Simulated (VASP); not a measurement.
Sn:

```
Sn
1.0
    -1.72654    1.77555    2.33834
     1.72654   -1.77555    2.33834
     1.72654    1.77555   -2.33834
Sn
1
Direct
  0.00000 0.00000 0.00000
```

This isn't the form of Sn at room conditions, which is tetragonal (white tin).

| Quantity | Value |
| --- | --- |
| Program | VASP 6.6.1 |
| Task | relaxation of cell and atoms |
| Functional | r2SCAN |
| Dispersion | rVV10 |
| Potentials or basis | VASP PAW PBE potentials, release 64 (Sn_d) |
| Cutoff | 600 eV |
| k mesh | 16 × 16 × 16 |
| Occupations | gaussian, width 0.1 eV |
| Spin | no spin polarisation |

At the start: pressure -3.0 GPa; volume 28.67 Å³/atom.

Question: How do energy, volume and symmetry change on relaxing?

Answer: Over 23 steps the energy falls by 22.4 meV/atom and the volume is 26.79 Å³/atom (-6.6 %); space group I4/mmm (No. 139, to 0.05 Å).

The path:
| step | energy change (eV) | largest force (eV/Å) | pressure (GPa) | volume (Å³) |
| --- | --- | --- | --- | --- |
| 1 | 0.0000 | 0.0000 | -2.97 | 28.67 |
| 2 | -0.0173 | 0.0000 | 0.73 | 26.52 |
| 3 | -0.0181 | 0.0000 | 0.04 | 26.86 |
| 4 | -0.0185 | 0.0000 | 0.04 | 26.85 |
| 5 | -0.0194 | 0.0000 | 0.05 | 26.83 |
| 6 | -0.0188 | 0.0000 | 0.22 | 26.77 |
| 7 | -0.0196 | 0.0000 | 0.07 | 26.82 |
| 8 | -0.0200 | 0.0000 | -0.10 | 26.91 |
| 9 | -0.0206 | 0.0000 | -0.48 | 27.09 |
| 10 | -0.0195 | 0.0000 | -1.23 | 27.45 |
| 11 | -0.0208 | 0.0000 | -0.68 | 27.19 |
| 12 | -0.0209 | 0.0000 | -0.68 | 27.19 |
| 13 | -0.0210 | 0.0000 | -0.69 | 27.19 |
| 14 | -0.0212 | 0.0000 | -0.71 | 27.19 |
| 15 | -0.0213 | 0.0000 | -0.76 | 27.19 |
| 16 | -0.0217 | 0.0000 | -0.61 | 27.10 |
| 17 | -0.0223 | 0.0000 | -0.16 | 26.87 |
| 18 | -0.0224 | 0.0000 | 0.04 | 26.77 |
| 19 | -0.0223 | 0.0000 | 0.02 | 26.78 |
| 20 | -0.0224 | 0.0000 | 0.02 | 26.78 |
| 21 | -0.0224 | 0.0000 | 0.01 | 26.78 |
| 22 | -0.0224 | 0.0000 | -0.01 | 26.79 |
| 23 | -0.0224 | 0.0000 | -0.01 | 26.79 |

Final structure:
```cif
data_structure
_symmetry_space_group_name_H-M 'P 1'
_symmetry_Int_Tables_number 1
_cell_length_a 3.2932
_cell_length_b 3.2932
_cell_length_c 3.2932
_cell_angle_alpha 115.092
_cell_angle_beta 115.078
_cell_angle_gamma 98.747
_cell_volume 26.79
loop_
_atom_site_label
_atom_site_type_symbol
_atom_site_fract_x
_atom_site_fract_y
_atom_site_fract_z
_atom_site_occupancy
Sn1 Sn 0.00000 0.00000 0.00000 1
```

Caveat: the PAW data sets were made with another functional, which shifts forces and pressure a little.
